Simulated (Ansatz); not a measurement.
# Strength of the C–C bond: C6H12O → C4H9 + C2H3O

Gas-phase species: C6H12O (2-hexanone) `CCCCC(C)=O`, singlet; C4H9 (1-butyl radical) `[CH2]CCC`, doublet; C2H3O (acetyl radical) `C[C]=O`, doublet. The bond broken is the one whose loss leaves C4H9 `[CH2]CCC`, relaxed to its own shape; its unpaired electron may spread away from that site.

Shapes, held fixed at every level: PBE0-D4/def2-TZVP. Flexible molecules stand in one conformer, not always the lowest. Programs: Ansatz 0.2.0. Electronic energies: no zero-point or thermal term.

```tsv
level	kind	ΔE (kJ/mol)	less CCSD/def2-SVP
MP2/def2-TZVPP	perturbation theory	+383.6	+23.3
HF/def2-SVP	Hartree–Fock	+268.6	-91.7
B3LYP-D4/def2-TZVPP	global hybrid	+346.4	-13.9
BHLYP-D4/def2-TZVPP	global hybrid	+345.9	-14.4
wB97X-V/def2-TZVPP	range-separated hybrid	+369.1	+8.8
B2PLYP/def2-TZVPP	double hybrid	+345.9	-14.4
CCSD(T)/def2-SVP	coupled cluster or CI	+367.2	+6.9
CCSD/def2-SVP	coupled cluster or CI	+360.3	0.0
```

The highest level, CCSD/def2-SVP, gives ΔE = +360.3 kJ/mol; the levels span +268.6 to +383.6. The column of differences is taken from that level and isn't an error. Hartree–Fock misses the correlation of the pair that is broken and comes out low. No measured value is set beside it here. Open shells run unrestricted.
